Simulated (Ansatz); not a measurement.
Theory: Ansatz, DFT, PBE, plane waves (420 eV) with PAW, scalar-relativistic.

An element in the omega (AlB2-type) structure gives this curve. The cell is scaled uniformly from the relaxed one, with fractional coordinates and shape fixed. Energies are extrapolated to zero smearing, pressures are those at the given smearing. Magnetic state: spin not included.

| V (Å³/atom) | E − E₀ (meV/atom) | P (GPa) |
| --- | --- | --- |
| 17.819 | 15.2 | 2.21 |
| 18.628 | 6.4 | 1.35 |
| 19.438 | 1.5 | 0.63 |
| 20.248 | 0.0 | 0.03 |
| 21.058 | 1.3 | -0.47 |
| 21.868 | 4.9 | -0.90 |
| 22.678 | 10.5 | -1.26 |

(1) Which element is it?
A. tantalum
B. arsenic
C. gallium
D. lithium

Answers

(1) D. Its fit is V₀ = 20.26 Å³/atom, B₀ = 13.7 GPa, B₀′ = 3.3.
